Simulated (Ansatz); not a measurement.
Zr3N4: do the settings matter for the field gradients?

This input was run with Ansatz:

```yaml
crystal:
  lattice:
    - [-3.37, 3.37, 3.37]
    - [3.37, -3.37, 3.37]
    - [3.37, 3.37, -3.37]
  atoms:
    - { symbol: Zr, position: [0.25, 0.625, 0.375] }
    - { symbol: Zr, position: [0.375, 0.25, 0.625] }
    - { symbol: Zr, position: [0.75, 0.875, 0.125] }
    - { symbol: Zr, position: [0.125, 0.75, 0.875] }
    - { symbol: Zr, position: [0.625, 0.375, 0.25] }
    - { symbol: Zr, position: [0.875, 0.125, 0.75] }
    - { symbol: "N", position: [0.126, 0.126, 0.126] }
    - { symbol: "N", position: [0.874, 0.5, 0.0] }
    - { symbol: "N", position: [0.5, 0.0, 0.374] }
    - { symbol: "N", position: [0.0, 0.874, 0.5] }
    - { symbol: "N", position: [0.374, 0.5, 0.0] }
    - { symbol: "N", position: [0.626, 0.626, 0.626] }
    - { symbol: "N", position: [0.0, 0.374, 0.5] }
    - { symbol: "N", position: [0.5, 0.0, 0.874] }
kpoints:
  mp_grid: { grid: [6, 6, 6] }
scf:
  occupations: { method: fermi_dirac, width: 0.02 }
  algorithm: density_mixing
hamiltonian:
  xc: lda
  pseudopotentials: { kind: paw }
output:
  forces: true
  stress: true
  populations: true
  efg:
    quadrupole_moments_barn: { Zr: -0.176, "N": 0.02044 }
    contact_densities: true
```

```sh
ansatz run input.yaml --threads 4 --pin off --max-ram 8192MiB --backend cpu --events-out ev --progress --plain --runs-dir out
```

It converged. Of its output the block on the nuclei alone is shown, without the SCF iterations, energies, forces and stress (one atom of each set):

```
--- PAW observables at the nuclei: V_zz in 10²¹ V/m², potentials from the cell's mean, atoms counted from 1 ---
  atom   1  Zr V_zz =   +14.247309   η = 0.0000   by run symmetry: allowed   C_q = -60.6317 MHz
            electrostatic potential = -5931.046109 V   contact ρ = 488377.001001 e/Å³
  atom   7  N  V_zz =    +0.861788   η = 0.0000   by run symmetry: allowed   C_q = +0.4259 MHz
            electrostatic potential = -524.098920 V   contact ρ = 1391.714085 e/Å³
```

Task: Can these gradients be trusted, and how do they compare with a run on standard settings?

Result: They agree with the standard run. Against the standard input the change is `hamiltonian.xc`: pbe → lda; `scf.algorithm`: not typed → density_mixing. A site carries the number of its first atom; V_zz in 10²¹ V/m².

```tsv
site	V_zz standard	η standard	V_zz here	η here
Zr	14.01	0.00	14.25	0.00
N	0.89	0.00	0.86	0.00
```

The largest change of V_zz is on Zr, from 14.01 to 14.25. In per cent, |V_zz| changes by +2 on Zr, -3 on N (all sites that start above 0.5). Its pressure is -5 GPa, against 8 GPa in the reference run. SCF iterations: 6 and 6.

On the reference run: The calculated pressure of 8 GPa (PBE) comes partly from the unrelaxed atoms: it is 4.2 GPa once they are relaxed in the same cell. The largest force is 0.3 eV/Å, so the atoms aren't at the calculated equilibrium and relaxing them would move these values. Without spin–orbit coupling (the program notes it for Zr) the gradients can shift somewhat, as the gap is small. With a gap of 0.7 eV on this mesh, small gradients can still move by 0.1 × 10²¹ V/m² or more as the k-mesh gets denser.
